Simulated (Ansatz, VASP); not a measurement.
**One calculation of BN, two programs**

```
B N
1.0
     2.17560   -1.25608   -0.00735
     2.17560    1.25608   -0.00735
    -1.41376    0.00000    4.18272
B N
1 1
Direct
  0.00044 0.00044 0.00133
  0.66713 0.66713 0.00137
```

Alike in both runs: functional PBE; k mesh 10 × 10 × 6; occupations gaussian, width 0.02 eV; no spin polarisation.

Ansatz relaxed the structure, and its values are those at the end. VASP's run is a single point on that final structure, the one shown.

```csv
,VASP,Ansatz
version,VASP 6.6.1,Ansatz 0.2.0
potentials or method,"VASP PAW PBE potentials, release 64 (B, N)","scalar-relativistic, plane waves, PAW"
plane-wave cutoff (eV),520,420
valence electrons in the cell,8,8
```

|  | VASP | Ansatz | Ansatz less VASP |
| --- | --- | --- | --- |
| gap on the k mesh at the Fermi level (eV) | 4.52 | 4.52 | 0.000 |
| least direct gap on the mesh (eV) | 4.97 | 4.98 | +0.003 |
| pressure (GPa) | 0.1 | 0.0 | -0.05 |

Caveats: this functional lacks dispersion, which binds the layers, so the pressure and a relaxed spacing across them are unreliable. A hybrid or GW would open this gap; PBE tends to underestimate it. A k mesh can miss the band edges.
